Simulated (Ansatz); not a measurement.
# ZrC: a line through a two-coordinate scan

Aim: follow the energy of ZrC (Fm-3m, No. 225; 2 atoms in the cell) along one coordinate, strain +e along z and -e/2 along x and y, with the other held at amplitude of mode 4 (450 cm⁻¹) = −0.115 Å.

Computed with Ansatz 0.2.0 (DFT LDA, scalar-relativistic, plane waves, PAW, unless a step's input says otherwise).

### 1 The structure to begin with

Symmetry: Fm-3m, No. 225, cubic system. The conventional cell has a = 4.641 Å, b = 4.641 Å, c = 4.641 Å, α = 90.00°, β = 90.00°, γ = 90.00°. Around Zr (site symmetry m-3m) lie 6 C at 2.32 Å. Around C (site symmetry m-3m) lie 6 Zr at 2.32 Å.

Coordinates:

```
Zr C
1.0
     0.00000    2.32073    2.32073
     2.32073    0.00000    2.32073
     2.32073    2.32073    0.00000
Zr C
1 1
Direct
  0.50000 0.50000 0.50000
  0.00000 0.00000 0.00000
```

This cell was relaxed beforehand with the same method: volume 12.50 Å³/atom, gap on the mesh none (metal).

### 2 The scan

The energy is mapped over a normal mode and a strain (zone-centre modes of the cell shown) (x along [1 0 0], y along [0 1 0], z along [0 0 1] of the conventional cell).

First coordinate, amplitude of mode 4 (450 cm⁻¹), largest displacement in the unstrained cell: 7 values from −0.172 Å. Second coordinate, strain +e along z and -e/2 along x and y: 7 values from −7.00 %.

Nothing else is relaxed (the pattern is fixed in fractional coordinates). Energies count from the relaxed high-symmetry cell. Points are written as (first, second).

The modes come from a phonon run on the reference cell, made beforehand.

The patterns, per unit of each coordinate (Å):

```
atom      x1     y1     z1
 Zr1  -0.132  0.000  0.000
  C2   1.000  0.000  0.000
```

### 3 Grid point (−0.115 Å, −7.00 %)

input.yaml

```yaml
crystal:
  lattice:
    - [0.0, 2.4019541123, 2.1582776081]
    - [2.4019541123, 0.0, 2.1582776081]
    - [2.4019541123, 2.4019541123, 0.0]
  atoms:
    - { symbol: Zr, position: [0.4967462522, 0.5032537478, 0.5032537478] }
    - { symbol: C, position: [0.0247120666, -0.0247120666, -0.0247120666] }
basis:
  ecutwfc: 520.0
kpoints:
  mp_grid: { grid: [16, 16, 16] }
hamiltonian:
  xc: lda
scf:
  occupations: { method: gaussian, width: 0.15 }
output:
  forces: true
  stress: true
  eigenvalues: true
```

Launch:

```
$ ansatz run input.yaml --threads 1 --pin off --max-ram 2048MiB --backend cpu --events-out ev --progress --plain --runs-dir out
```

The session goes on with these runs: the other points of the line.

Q: Predict the outcome of this session. Wanted: for each run, strain +e along z and -e/2 along x and y; energy; slope; pressure; largest force on an atom.

**Answer**, as computed:

| strain +e along z and -e/2 along x and y (%) | step | energy (meV) | slope (meV per %) | pressure (GPa) | largest force on an atom (eV/Å) |
| --- | --- | --- | --- | --- | --- |
| −7.00 | 3 | 309 | −81 | 7.1 | 0.56 |
| −4.67 | 4 | 161 | −48 | 3.8 | 0.72 |
| −2.33 | 5 | 83 | −20 | 2.0 | 0.87 |
| 0.00 | 6 | 65 | 4 | 1.5 | 1.02 |
| 2.33 | 7 | 100 | 26 | 2.3 | 1.19 |
| 4.67 | 8 | 183 | 45 | 4.4 | 1.38 |
| 7.00 | 9 | 311 | 64 | 7.7 | 1.58 |

Energies count from the relaxed high-symmetry cell. Slopes come from the forces (and the stress, where the cell changes), not from differences of energies.

What this shows: Along the line the energy is lowest at 0.00 %, 65 meV from the zero. Energies and slopes round the minimum, fitted together, put the minimum at −0.419 %, with a curvature of about 9.8 meV per %². The highest point computed, at 7.00 %, lies 246 meV above the lowest. This is one cut through a surface in two coordinates; the map's lowest point lies off it. With the other coordinates free, the energies away from the reference would be the same or lower.
